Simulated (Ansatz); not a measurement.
A trial structure of Ba was built thus: random cell by space group and Wyckoff sites (P4/nmm, No. 129). Lengths were set from tabulated atomic sizes, so they are only a guess.

Space group P4/nmm:1 (No. 129). a = 4.965 Å, b = 4.965 Å, c = 5.957 Å, α = 90.00°, β = 90.00°, γ = 90.00°
```csv
atom,site,symmetry,x,y,z
Ba,2c,4mm,0.5000,0.0000,0.0196
```

Computed with DFT PBE, scalar-relativistic, plane waves, PAW (Ansatz). Cutoff 420 eV, Gaussian smearing, Γ-centred meshes. Cell and atoms relax first on a coarse mesh and then on a finer one. In between, the cell is made exact in the group found at 0.06 Å. In metals the finer mesh still leaves noise of several meV/atom or more. The steps can't lower the symmetry of their start. No spin polarisation.

A guess keeps its type if space group and coordination stay and the shape of the cell changes little (axis ratios within about 15 %, angles within 6°); the volume may change.

Problem. Does this structure survive the relaxation?

Solution. It doesn't keep its type. The symmetry goes from P4/nmm (No. 129) to Im-3m (No. 229), and the primitive cell from 2 to 1 atom. The end has the bcc type. The volume per atom shrinks by 13.8 %, from 73.4 to 63.3 Å³. The shortest distance goes from 3.52 Å (Ba–Ba) to 4.35 Å (Ba–Ba). Counting neighbours within 15 % of an atom's shortest distance, the start has Ba 4 and the end Ba 8. In detail, at the end around Ba lie 8 Ba at 4.35 Å and 6 Ba at 5.02 Å.

```cif
data_structure
_symmetry_space_group_name_H-M 'P 1'
_symmetry_Int_Tables_number 1
_cell_length_a 4.3480
_cell_length_b 4.3480
_cell_length_c 4.3480
_cell_angle_alpha 109.471
_cell_angle_beta 109.471
_cell_angle_gamma 109.471
_cell_volume 63.28
loop_
_atom_site_label
_atom_site_type_symbol
_atom_site_fract_x
_atom_site_fract_y
_atom_site_fract_z
_atom_site_occupancy
Ba1 Ba 0.00000 0.00000 0.00000 1
```

Energies count from the standard state of Ba at the same level.

Problem. At what energy does it end?

Solution. 0.00 eV/atom. It is level with the standard state within the noise.

The last run used a 16×16×16 mesh for its 1-atom cell and Gaussian smearing of 0.10 eV. For metals, differences of a few meV/atom aren't resolved. A structure relaxed within its symmetry needn't be a true minimum.
